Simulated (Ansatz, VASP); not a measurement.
Sr: VASP beside Ansatz

INCAR

```
SYSTEM = Sr
PREC = Accurate ; ENCUT = 520
EDIFF = 1E-7 ; ISMEAR = 0
SIGMA = 0.03 ; LREAL = .FALSE.
LASPH = .TRUE. ; NELM = 80
ALGO = Normal ; ISIF = 2
LWAVE = .FALSE. ; LCHARG = .TRUE.
GGA = PS ; LELF = .TRUE.
LVHAR = .TRUE. ; NBANDS = 11
```

KPOINTS

```
Automatic mesh
0
G
  10 10 10
  0 0 0
```

File POSCAR:

```
Sr
1.0
    0.0000000000      3.2857380000      3.1640440000
    3.2857380000      0.0000000000      3.1640440000
    3.2857380000      3.2857380000      0.0000000000
Sr
1
Direct
    0.0000000000      0.0000000000      0.0000000000
```

Input for Ansatz:

```yaml
crystal:
  lattice:
    - [0.0, 3.285738, 3.164044]
    - [3.285738, 0.0, 3.164044]
    - [3.285738, 3.285738, 0.0]
  atoms:
    - { symbol: Sr, position: [0.0, 0.0, 0.0] }
basis:
  ecutwfc: 420
kpoints:
  mp_grid: { grid: [10, 10, 10] }
hamiltonian:
  xc: pbesol
scf:
  occupations: { method: gaussian, width: 0.03 }
output:
  forces: true
  stress: true
  eigenvalues: true
```

Change from the starting cell: strain +0.080 along x and y, +0.040 along z, atoms carried along.

Alike in both runs: task single point; functional PBEsol; k mesh 10 × 10 × 10; occupations gaussian, width 0.03 eV; no spin polarisation.

```csv
,VASP,Ansatz
version,VASP 6.6.1,Ansatz 0.2.0
potentials or method,"VASP PAW PBE potentials, release 64 (Sr_sv)","scalar-relativistic, plane waves, PAW"
plane-wave cutoff (eV),520,420
valence electrons in the cell,10,10
```

```tsv
	VASP	Ansatz	Ansatz less VASP
gap on the k mesh at the Fermi level (eV)	none	none	-
pressure (GPa)	-2.1	-2.1	-0.01
largest component of the traceless stress (GPa)	0.07	0.07	0.000
```

A gap of «none» marks a metal or a gap that the smearing closes.

Caveats: the PAW data sets were made with another functional, which shifts forces and pressure a little (VASP).
